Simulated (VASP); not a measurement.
# La (P6_3/mmc) in VASP: density of states with PBE

Aim: the density of states of La with PBE.

All numbers are computed with VASP 6.6.1; they aren't measurements. Logs are shortened: lines on timing, memory, paths and dates and some standing lists are left out, and cuts for length are marked.

## Step 1: The structure

Symmetry: P6_3/mmc, No. 194, hexagonal system. The conventional cell has a = 3.770 Å, b = 3.770 Å, c = 12.159 Å, α = 90.00°, β = 90.00°, γ = 120.00°. La (site symmetry -3m) is surrounded by 12 La at 3.74 to 3.77 Å. La (site symmetry -6m2) has 12 La at 3.74 to 3.77 Å as nearest neighbours.

## Step 2: Density of states, PBE

File POSCAR:

```
La
1.0
    3.7700018307      0.0000000000      0.0000000000
   -1.8850009153      3.2649173577      0.0000000000
    0.0000000000      0.0000000000     12.1590000000
La
4
Direct
    0.0000000000      0.0000000000      0.0000000000
    0.0000000000      0.0000000000      0.5000000000
    0.3333333333      0.6666666667      0.7500000000
    0.6666666667      0.3333333333      0.2500000000
```

File INCAR.step1:

```
SYSTEM = La
ALGO = Fast ; EDIFF = 1E-6
ENCUT = 520 ; GGA = PE
ISIF = 2 ; ISMEAR = -1
LASPH = .TRUE. ; LCHARG = .TRUE.
LMAXMIX = 6 ; LREAL = .FALSE.
LWAVE = .FALSE. ; NBANDS = 30
NELM = 100 ; PREC = Accurate
SIGMA = 0.08
```

File KPOINTS.step1:

```
k-points
0
G
  10 10 3
  0 0 0
```

File INCAR.step2:

```
SYSTEM = La
ALGO = Fast ; EDIFF = 1E-6
ENCUT = 520 ; GGA = PE
ICHARG = 11 ; ISIF = 2
ISMEAR = -5 ; LASPH = .TRUE.
LCHARG = .FALSE. ; LMAXMIX = 6
LORBIT = 11 ; LREAL = .FALSE.
LWAVE = .FALSE. ; NEDOS = 2001
NELM = 100 ; PREC = Accurate
SIGMA = 0.08
```

File KPOINTS.step2:

```
k-points
0
G
  15 15 5
  0 0 0
```

Potentials or basis: VASP PAW PBE potentials, release 64 (La).

Run with:

```sh
> cat potpaw_PBE.64/La/POTCAR > POTCAR
> cp INCAR.step1 INCAR
> cp KPOINTS.step1 KPOINTS
> mpirun -np 1 vasp_std > vasp.out
> cp INCAR.step2 INCAR
> cp KPOINTS.step2 KPOINTS
> mpirun -np 1 vasp_std > vasp.out
```

OUTCAR:

```text
SYSTEM = La
   EDIFF = 1E-6
   ENCUT = 520
   GGA = PE
   ICHARG = 11
   ISIF = 2
   ISMEAR = -5
   LASPH = .TRUE.
   LORBIT = 11
   LREAL = .FALSE.
   NELM = 100
   PREC = Accurate

 ion  position               nearest neighbor table
   1  0.000  0.000  0.000-
   2  0.000  0.000  0.500-
   3  0.333  0.667  0.750-
   4  0.667  0.333  0.250-

  LATTYP: Found a hexagonal cell.
 ALAT       =     3.7700018307
 C/A-ratio  =     3.2251973728

  Lattice vectors:

 A1 = (   3.7700018307,   0.0000000000,   0.0000000000)
 A2 = (  -1.8850009153,   3.2649173577,   0.0000000000)
 A3 = (   0.0000000000,   0.0000000000,  12.1590000000)

Analysis of symmetry for initial positions (statically):
=====================================================================
 Subroutine PRICEL returns:
 Original cell was already a primitive cell.

 Routine SETGRP: Setting up the symmetry group for a
 hexagonal supercell.

 Subroutine GETGRP returns: Found 24 space group operations
 (whereof 12 operations were pure point group operations)
 out of a pool of 24 trial point group operations.

The static configuration has the point symmetry D_3d.
 The point group associated with its full space group is D_6h.

Analysis of symmetry for dynamics (positions and initial velocities):
=====================================================================
 Subroutine PRICEL returns:
 Original cell was already a primitive cell.

 Routine SETGRP: Setting up the symmetry group for a
 hexagonal supercell.

 Subroutine GETGRP returns: Found 24 space group operations
 (whereof 12 operations were pure point group operations)
 out of a pool of 24 trial point group operations.

The dynamic configuration has the point symmetry D_3d.
 The point group associated with its full space group is D_6h.

 Subroutine INISYM returns: Found 24 space group operations
 (whereof 12 operations are pure point group operations),
 and found     1 'primitive' translations

----------------------------------------------------------------------------------------

                                     Primitive cell

  volume of cell :     149.6620

  direct lattice vectors                    reciprocal lattice vectors
     3.770001831  0.000000000  0.000000000     0.265251861  0.153143233  0.000000000
    -1.885000915  3.264917358  0.000000000     0.000000000  0.306286466  0.000000000
     0.000000000  0.000000000 12.159000000     0.000000000  0.000000000  0.082243606

  length of vectors
     3.770001831  3.770001831 12.159000000     0.306286466  0.306286466  0.082243606

  position of ions in fractional coordinates (direct lattice)
     0.000000000  0.000000000  0.000000000
     0.000000000  0.000000000  0.500000000
     0.333333333  0.666666667  0.750000000
     0.666666667  0.333333333  0.250000000

  ion indices of the primitive-cell ions
   primitive index   ion index
                 1           1
                 2           2
                 3           3
                 4           4

----------------------------------------------------------------------------------------

 KPOINTS: k-points

Automatic generation of k-mesh.
 Grid dimensions read from file:
 generate k-points for:   15   15    5

 Generating k-lattice:

  Cartesian coordinates                     Fractional coordinates (reciprocal lattice)
     0.017683457  0.010209549  0.000000000     0.066666667  0.000000000  0.000000000
     0.000000000  0.020419098  0.000000000     0.000000000  0.066666667  0.000000000
     0.000000000  0.000000000  0.016448721     0.000000000  0.000000000  0.200000000

  Length of vectors
     0.020419098  0.020419098  0.016448721

  Shift w.r.t. Gamma in fractional coordinates (k-lattice)
     0.000000000  0.000000000  0.000000000

 TETIRR: Found   1034 inequivalent tetrahedra from     6750

 Subroutine IBZKPT returns following result:
 ===========================================

 Found     81 irreducible k-points:

 Following reciprocal coordinates:
            Coordinates               Weight
  0.000000  0.000000  0.000000      1.000000
  0.066667  0.000000  0.000000      6.000000
  0.133333 -0.000000  0.000000      6.000000
  0.200000  0.000000  0.000000      6.000000
  0.266667 -0.000000  0.000000      6.000000
  0.333333  0.000000  0.000000      6.000000
[... 16 lines left out ...]
  0.333333  0.200000  0.000000     12.000000
  0.400000  0.200000  0.000000      6.000000
 [... further k-points ...]
   k-points           NKPTS =     81   k-points in BZ     NKDIM =     81   number of bands    NBANDS=     26
   number of dos      NEDOS =   2001   number of ions     NIONS =      4
   total plane-waves  NPLWV =  70560
   dimension x,y,z NGX =    28 NGY =   28 NGZ =   90
   dimension x,y,z NGXF=    56 NGYF=   56 NGZF=  180
   ions per type =               4
   NGX,Y,Z   is equivalent  to a cutoff of  12.35, 12.35, 12.31 a.u.
   NGXF,Y,Z  is equivalent  to a cutoff of  24.69, 24.69, 24.61 a.u.
 SYSTEM =  La
   PREC   = accura    normal or accurate (medium, high low for compatibility)
   ISTART =      0    job   : 0-new  1-cont  2-samecut
   ICHARG =     11    charge: 1-file 2-atom 10-const
   ISPIN  =      1    spin polarized calculation?
   LNONCOLLINEAR =      F non collinear calculations
   LSORBIT =      F    spin-orbit coupling
   LASPH  =      T    aspherical Exc in radial PAW
   ENCUT  =  520.0 eV  38.22 Ry    6.18 a.u.   7.01  7.01 22.61*2*pi/ulx,y,z
   NELM   =    100;   NELMIN=  2; NELMDL=  0     # of ELM steps
   EDIFF  = 0.1E-05   stopping-criterion for ELM
   LREAL  =      F    real-space projection
   EDIFFG = 0.1E-04   stopping-criterion for IOM
   NSW    =      0    number of steps for IOM
   IBRION =     -1    ionic relax: 0-MD 1-quasi-New 2-CG
   NFREE  =      0    steps in history (QN), initial steepest desc. (CG)
   ISIF   =      2    stress and relaxation
   ISYM   =      2    0-nonsym 1-usesym 2-fastsym
   POTIM  = 0.5000    time-step for ionic-motion
   TEBEG  =    0.0;   TEEND  =   0.0 temperature during run
   PSTRESS=    0.0 pullay stress
   NELECT =      44.0000    total number of electrons
   NUPDOWN=      -1.0000    fix difference up-down
   EMIN   =  10.00;   EMAX   =-10.00  energy-range for DOS
   EFERMI =   0.00;   METHOD = LEGACY
   ISMEAR =    -5;   SIGMA  =   0.08  broadening in eV -4-tet -1-fermi 0-gaus
   EFERMI_NEDOS =   21; number of points for ismear=-14 and -15
   IALGO  =     68    algorithm
   IMIX   =      4    mixing-type and parameters
     AMIX     =   0.40;   BMIX     =  1.00
     AMIX_MAG =   1.60;   BMIX_MAG =  1.00
  volume/ion in A,a.u.               =      37.42       252.49
  Fermi-wavevector in a.u.,A,eV,Ry     =   1.088567  2.057093 16.122608  1.184978
  Thomas-Fermi vector in A             =   2.224751
   LORBIT       =     11    0 simple, 1 ext, 2 COOP (PROOUT), +10 PAW based schemes
   GGA     = PE    functional components
   LHFCALC =     F    Hartree Fock is set to
   AEXX    =    0.0000 exact exchange contribution
   IVDW    =     0    specifies the selected vdW correction
   LEPSILON=     F    determine dielectric tensor
   LRPA    =     F    only Hartree local field effects (RPA)
 non-spin polarized calculation
 RMM-DIIS sequential band-by-band and
 Fermi weights with tetrahedron method with Bloechl corrections
  energy-cutoff  :      520.00
  volume of cell :      149.66
 maximum number of plane-waves:      4053
 NGX is ok and might be reduce to    28

 number of electron      44.0000000 magnetization

 Free energy of the ion-electron system (eV)
  ---------------------------------------------------
  ext. energy  EPLUGINS =         0.00000000
  ---------------------------------------------------
  free energy    TOTEN  =       -19.54070934 eV

  energy without entropy =      -19.54070934  energy(sigma->0) =      -19.54070934

 E-fermi :   7.8266     XC(G=0):  -9.5310

 val. band max:        7.8151263542   @ k =   0.3333   0.3333   0.0000
 cond. band min:       7.8198004994   @ k =   0.2667   0.0667   0.2000
 fundamental gap:      0.0046741452
 Fermi energy:         7.8266491017

 k-point     1 :       0.0000    0.0000    0.0000
  band No.  band energies     occupation
      1     -25.0841      2.00000
      2     -24.9870      2.00000
      3     -24.9852      2.00000
      4     -24.8848      2.00000
      5      -9.4627      2.00000
      6      -8.8151      2.00000
[... 18 lines left out ...]
     25       9.1055      0.00000
     26       9.1798      0.00000

 k-point     2 :       0.0667    0.0000    0.0000
  band No.  band energies     occupation
      1     -25.0772      2.00000
      2     -24.9818      2.00000
      3     -24.9801      2.00000
      4     -24.8816      2.00000
      5      -9.4444      2.00000
      6      -8.8207      2.00000
[... 18 lines left out ...]
     25       8.8600      0.00000
     26       9.5353      0.00000

 k-point     3 :       0.1333   -0.0000    0.0000
  band No.  band energies     occupation
      1     -25.0573      2.00000
      2     -24.9672      2.00000
      3     -24.9655      2.00000
      4     -24.8727      2.00000
      5      -9.3912      2.00000
      6      -8.8454      2.00000
[... 18 lines left out ...]
     25       8.5542      0.00000
     26       9.0152      0.00000

 k-point     4 :       0.2000    0.0000    0.0000
  band No.  band energies     occupation
      1     -25.0270      2.00000
      2     -24.9455      2.00000
      3     -24.9438      2.00000
      4     -24.8602      2.00000
      5      -9.3083      2.00000
      6      -8.9158      2.00000
[... 18 lines left out ...]
     25       8.4131      0.00000
     26       8.7437      0.00000
[... 496 lines left out ...]
      1     -24.9119      2.00000
      2     -24.8723      2.00000
      3     -24.8709      2.00000
      4     -24.8310      2.00000
      5      -9.2262      2.00000
      6      -9.2100      2.00000
[... 18 lines left out ...]
     25       8.1416      0.00000
     26       8.5035      0.00000

 k-point    23 :       0.3333    0.2000    0.0000
  band No.  band energies     occupation
      1     -24.8865      2.00000
      2     -24.8601      2.00000
      3     -24.8587      2.00000
      4     -24.8323      2.00000
      5      -9.2832      2.00000
      6      -9.2554      2.00000
[... 18 lines left out ...]
     25       8.1402      0.00000
     26       8.7237      0.00000

 k-point    24 :       0.4000    0.2000    0.0000
  band No.  band energies     occupation
      1     -24.8754      2.00000
      2     -24.8557      2.00000
      3     -24.8544      2.00000
      4     -24.8347      2.00000
      5      -9.3049      2.00000
      6      -9.2709      2.00000
[... 18 lines left out ...]
     25       8.0414      0.00000
     26       9.4781      0.00000

 [... further k-points ...]
[... 5 lines left out ...]
  --------------------------------------------------------------------------------------
  -------------------------------------------------------------------------------------
  Total       -0.2159893     -0.2159893     -0.4882584     -0.0000000      0.0000000     -0.0000000
  in kB       -2.3122307     -2.3122307     -5.2269537     -0.0000000      0.0000000     -0.0000000
  external PRESSURE =      -3.2838050 kB  Pullay stress =       0.0000000 kB

 VOLUME and BASIS-vectors are now :
 -----------------------------------------------------------------------------
  energy-cutoff  :      520.00
  volume of cell :      149.66
      direct lattice vectors                 reciprocal lattice vectors
     3.770001831  0.000000000  0.000000000     0.265251861  0.153143233  0.000000000
    -1.885000915  3.264917358  0.000000000     0.000000000  0.306286466  0.000000000
     0.000000000  0.000000000 12.159000000     0.000000000  0.000000000  0.082243606

 POSITION                                       TOTAL-FORCE (eV/Angst)
 -----------------------------------------------------------------------------------
      0.00000      0.00000      0.00000         0.000000     -0.000000      0.000000
      0.00000      0.00000      6.07950        -0.000000     -0.000000      0.000000
     -0.00000      2.17661      9.11925        -0.000000      0.000000      0.000000
      1.88500      1.08831      3.03975         0.000000     -0.000000      0.000000
 -----------------------------------------------------------------------------------
    total drift:                                0.000000      0.000000     -0.000000

  FREE ENERGIE OF THE ION-ELECTRON SYSTEM (eV)
  ---------------------------------------------------
  free  energy   TOTEN  =       -19.5407093414 eV

  energy  without entropy=      -19.5407093414  energy(sigma->0) =      -19.54070934

 total charge

# of ion       s       p       d       f       tot
--------------------------------------------------
    1        2.066   5.554   0.883   0.086   8.588
    2        2.066   5.554   0.883   0.086   8.588
    3        2.067   5.560   0.880   0.078   8.586
    4        2.067   5.560   0.880   0.078   8.586
--------------------------------------------------
tot          8.266  22.226   3.527   0.328  34.348
```

Wall time 22 min (1 thread of Intel Xeon 6975P-C (Granite Rapids), shared host); peak memory 0.43 GiB.

What came out:

- Valence electrons inside the program's atomic spheres: La 8.59

States per cell in windows of 0.5 eV (zero at the Fermi level; states under -8 eV left out):
```csv
from (eV),total,La3_d,La4_d,La1_d,La2_d,La3_f,La4_f
-8.0,0.00,0.00,0.00,0.00,0.00,0.00,0.00
-7.5,0.00,0.00,0.00,0.00,0.00,0.00,0.00
-7.0,0.00,0.00,0.00,0.00,0.00,0.00,0.00
-6.5,0.00,0.00,0.00,0.00,0.00,0.00,0.00
-6.0,0.00,0.00,0.00,0.00,0.00,0.00,0.00
-5.5,0.00,0.00,0.00,0.00,0.00,0.00,0.00
-5.0,0.00,0.00,0.00,0.00,0.00,0.00,0.00
-4.5,0.00,0.00,0.00,0.00,0.00,0.00,0.00
-4.0,0.00,0.00,0.00,0.00,0.00,0.00,0.00
-3.5,0.02,0.00,0.00,0.00,0.00,0.00,0.00
-3.0,0.15,0.00,0.00,0.00,0.00,0.00,0.00
-2.5,0.29,0.00,0.00,0.00,0.00,0.00,0.00
-2.0,1.50,0.08,0.08,0.08,0.08,0.00,0.00
-1.5,3.65,0.25,0.25,0.26,0.26,0.01,0.01
-1.0,3.62,0.31,0.31,0.30,0.30,0.03,0.03
-0.5,2.86,0.24,0.24,0.25,0.25,0.04,0.04
0.0,3.54,0.27,0.27,0.31,0.31,0.12,0.12
0.5,3.42,0.27,0.27,0.22,0.22,0.20,0.20
1.0,0.85,0.05,0.05,0.04,0.04,0.09,0.09
1.5,0.12,0.00,0.00,0.00,0.00,0.02,0.02
2.0,0.00,0.00,0.00,0.00,0.00,0.00,0.00
2.5,0.00,0.00,0.00,0.00,0.00,0.00,0.00
```

Caveat: tetrahedron occupations give inexact forces and stress in metals.
